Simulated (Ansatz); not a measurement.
# Al12C: the cost of one run

Program: Ansatz 0.2.0. Level of theory: DFT PBE, scalar-relativistic, plane waves, PAW. These are calculated values, not measurements.

2 further runs of the same task are left out: 2 set aside as unsound or not needed.

## 1. The structure to begin with

Symmetry: Fm-3m, No. 225, cubic system. Conventional cell: a = 4.048 Å, b = 4.048 Å, c = 4.048 Å, α = 90.00°, β = 90.00°, γ = 90.00°. Around Al (site symmetry m-3m) lie 12 Al at 2.86 Å.

As a file:

```
CELL_PARAMETERS angstrom
0.00000 2.02398 2.02398
2.02398 0.00000 2.02398
2.02398 2.02398 0.00000
ATOMIC_POSITIONS crystal
Al 0.00000 0.00000 0.00000
```

Source of the structure: the Crystallography Open Database.

## 6. The grid

Atoms count from 1 in the order of the input.

C is moved over the surface cell; relaxed at each place: the height of the adsorbate's atoms; substrate rigid; the origin of the map has the adsorbate above Al9.

- position of C13 along the first surface vector, from above Al9: 6 values from 0.000 to 0.833, periodic
- position of C13 along the second surface vector, from above Al9: 6 values from 0.000 to 0.833, periodic

Relaxed at each point: the height of the adsorbate's atoms; substrate rigid. Points are written as (first, second).

The two vectors of the plane (Å): (2.857, 0.000, 0.000); (-1.428, 2.474, 0.000).

(The set-up runs are not shown.)

## 7. Point (0/6, 0/6) of the map's two axes

input.yaml reads:

```yaml
crystal:
  lattice:
    - [5.7135165837, 0.0, 0.0]
    - [-2.8567582918, 4.9480505064, 0.0]
    - [0.0, 0.0, 20.1013782189]
  atoms:
    - { symbol: Al, position: [0.3333333333, 0.1666666667, 0.1989913307] }
    - { symbol: Al, position: [0.3333333333, 0.6666666667, 0.1989913307] }
    - { symbol: Al, position: [0.8333333333, 0.1666666667, 0.1989913307] }
    - { symbol: Al, position: [0.8333333333, 0.6666666667, 0.1989913307] }
    - { symbol: Al, position: [0.1666666667, 0.3333333333, 0.3134471524] }
    - { symbol: Al, position: [0.1666666667, 0.8333333333, 0.3134471524] }
    - { symbol: Al, position: [0.6666666667, 0.3333333333, 0.3134471524] }
    - { symbol: Al, position: [0.6666666667, 0.8333333333, 0.3134471524] }
    - { symbol: Al, position: [0.0, 0.0, 0.4278999243] }
    - { symbol: Al, position: [0.0, 0.5, 0.4278999243] }
    - { symbol: Al, position: [0.5, 0.0, 0.4278999243] }
    - { symbol: Al, position: [0.5, 0.5, 0.4278999243] }
    - { symbol: C, position: [0.0, 0.0, 0.526400633] }
basis:
  ecutwfc: 420
kpoints:
  mp_grid: { grid: [6, 6, 1] }
hamiltonian:
  xc: pbe
  pseudopotentials: { kind: paw, azcp: { folder: soft_1 } }
scf:
  occupations: { method: gaussian, width: 0.1 }
output:
  forces: true
  eigenvalues: true
relax:
  adjacent_minimum: "off"
  f_tol: 0.025
  max_steps: 16
  constraints:
    - { sites: [0, 1, 2, 3, 4, 5, 6, 7, 8, 9, 10, 11] }
    - { sites: [12], fix: xy }
efield:
  axis: 3
  dipole_correction: true
  ramp_width: 0.04
```

The run is started by

```bash
$ ansatz run input.yaml --threads 4 --pin off --max-ram 12288MiB --backend cpu --events-out ev --progress --plain --runs-dir out
```

**Question.** How long does this run take on 4 threads of Intel Xeon Platinum 8175M at 2.50GHz (Skylake/Cascade Lake), shared host, and how much memory does it need?

About 18 s, with a peak of 0.89 GiB.
